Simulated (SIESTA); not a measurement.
**MoS2 under changes of volume**

One of the cells (50.735 Å³/atom); the others are scaled copies at fixed shape and fractional positions:

```
CELL_PARAMETERS angstrom
3.18413 0.00000 0.00000
-1.59206 2.75753 0.00000
0.00000 0.00000 17.33460
ATOMIC_POSITIONS crystal
Mo 0.00000 0.00000 0.00000
S 0.33333 0.66667 0.91051
S 0.33333 0.66667 0.08949
```

```yaml
Program: SIESTA 5.4.2
Functional: PBEsol
Potentials_or_basis: PseudoDojo 0.4 standard (PBEsol files)
Basis: DZP (energy shift 0.003 Ry; two zetas on semicore shells)
Grid_cutoff: 800 Ry
Energy_shift: 0.003 Ry
k_mesh: 10 × 10 × 2
Occupations: fermi-dirac, width 0.05 eV
Spin: no spin polarisation
```

```tsv
volume (Å³/atom)	energy over the lowest point (meV/atom)	gap on the mesh (eV)	largest force (eV/Å)
47.690	?	?	?
48.705	13.75	1.83	1.002
49.720	3.08	1.77	0.607
50.735	0.00	1.71	0.241
51.749	3.76	1.66	0.096
52.764	13.68	1.61	0.407
53.779	29.08	1.56	0.694
```

**Question.** What does the run at 47.690 Å³/atom give?

**Answer.** Energy over the lowest point 32.93 meV/atom; gap on the mesh 1.89 eV; largest force 1.429 eV/Å.

Worked out: A Birch-Murnaghan fit of order 3 (a polynomial in V^(-2/3)) to the other rows has its minimum at 50.66 Å³/atom with B0 = V·E''(V) = 54 GPa and B' = 4.4 at fixed shape and positions, which overstates the stiffness. It gives 32.92 meV/atom at 47.690 Å³/atom, against the run's 32.93. A straight line through the other rows of the gap, of slope -2.71 eV per unit of ln V, extrapolates to 1.88 eV, against the run's 1.89.

Energies are extrapolated to zero smearing.

Caveats: the basis of atomic orbitals isn't converged, which shifts pressures, moduli and gaps.

A mesh can miss the band edges. Spin-orbit coupling on Mo is left out.
